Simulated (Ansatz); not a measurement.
A strain series on LiH (rocksalt): uniaxial along [111], other directions held

LiH built on the rocksalt prototype, relaxed with r2SCAN in the PAW code Ansatz, then strained (uniaxial along [111], other directions held; changes of length per length, axes as in the cell below) with the atoms relaxed again within the symmetry that is left. Space group Fm-3m (No. 225), cubic; a = 4.006 Å in the conventional setting, 8.04 Å³ an atom. Li has 6 H at 2.00 Å; H has 6 Li at 2.00 Å. (Simulation; spin polarisation is off.)

```xyz
2
Lattice="0.0000 2.0030 2.0030 2.0030 0.0000 2.0030 2.0030 2.0030 0.0000" Properties=species:S:1:pos:R:3 pbc="T T T"
Li    0.0000    0.0000    0.0000
H     2.0030    2.0030    2.0030
```

Gaps are the least over each mesh (PBE 10×10×10, r2SCAN 10×10×10, HSE06 8×8×8 when unstrained) and the special points, which keep their unstrained names; stress is the change from the unstrained cell, compression positive.

```tsv
strain (%)	gap, PBE (eV)	gap, r2SCAN (eV)	gap, HSE06 (eV)	edges, HSE06	stress along the strain, r2SCAN (GPa)	energy rise, r2SCAN (meV/atom)
0.0	2.984	3.630	3.971	X	0.00	0.0
+0.5	2.988	3.633	3.974	X	-0.52	0.1
+0.86	2.990	3.635	3.976	X	-0.90	0.2
```

Q: Estimate the row for a strain of +4.52 %.

A:
```tsv
strain (%)	gap, PBE (eV)	gap, r2SCAN (eV)	gap, HSE06 (eV)	edges, HSE06	stress along the strain, r2SCAN (GPa)	energy rise, r2SCAN (meV/atom)
+4.52	3.012	3.652	3.991	X	-4.55	5.3
```

The meshes of the hybrids are coarse, so their gaps aren't converged to the digits shown.
